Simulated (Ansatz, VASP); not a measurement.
**One calculation of Si4S, two programs**

```
Si S
1.0
     4.11415    0.00000    0.00000
    -2.05707    3.56296    0.00000
     0.00000    0.00000    6.14252
Si S
4 1
Direct
  0.33333 0.66667 0.72089
  0.66667 0.33333 0.72089
  0.66667 0.33333 0.27911
  0.33333 0.66667 0.27911
  0.00000 0.00000 0.00000
```

Alike in both runs: functional PBE; k mesh 6 × 6 × 4; occupations gaussian, width 0.1 eV; no spin polarisation.

Ansatz relaxed the structure, and its values are those at the end. VASP's run is a single point on that final structure, the one shown.

|  | VASP | Ansatz |
| --- | --- | --- |
| version | VASP 6.6.1 | Ansatz 0.2.0 |
| potentials or method | VASP PAW PBE potentials, release 64 (Si, S) | scalar-relativistic, plane waves, PAW |
| plane-wave cutoff (eV) | 520 | 420 |
| valence electrons in the cell | 22 | 22 |

```csv
,VASP,Ansatz,Ansatz less VASP
gap on the k mesh at the Fermi level (eV),none,none,-
pressure (GPa),0.0,0.1,+0.07
rms of the force components (eV/Å),0.012,0.012,+0.0002
```

A gap of «none» marks a metal or a gap that the smearing closes. With one functional, cell and mesh, what is left measures potentials, basis and numerics.
